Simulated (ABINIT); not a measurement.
The system is CsSnI3.

```
Cs I Sn
1.0
     6.20570    0.00000    0.00000
     0.00000    6.20570    0.00000
     0.00000    0.00000    6.20570
Cs I Sn
1 3 1
Direct
  0.00000 0.00000 0.00000
  0.50000 0.50000 0.00000
  0.50000 0.00000 0.50000
  0.00000 0.50000 0.50000
  0.50000 0.50000 0.50000
```

Base run:

- Program: ABINIT 10.8.3 (patched build)
- Functional: LDA
- Potentials or basis: JTH PAW LDA v2.0
- Cutoff: 544 eV
- k mesh: 6 × 6 × 6
- Occupations: fermi-dirac, width 0.05 eV
- Spin: no spin polarisation

Its results: band gap on the k mesh 0.27 eV, direct.

After a change of settings the same cell gave: band gap on the k mesh 3.09 eV, direct. Which change was it?
A. potentials or basis from JTH PAW LDA v2.0 to JTH PAW LDA v2.0 sp; k mesh from 6 × 6 × 6 to 5 × 5 × 5; valence electrons from 44 to 34
B. functional from LDA to LDA-PZ; k mesh from 6 × 6 × 6 to 5 × 5 × 5
C. k mesh from 6 × 6 × 6 to 3 × 3 × 3
D. k mesh from 6 × 6 × 6 to 4 × 4 × 4

C.

Caveats: spin-orbit coupling is left out, which moves the levels of the heavy elements; the cell was measured hot, at 500 K; an odd mesh through Γ misses points on the zone boundary, where band edges often lie (some runs).

Runs at the PBE level aren't shown here.
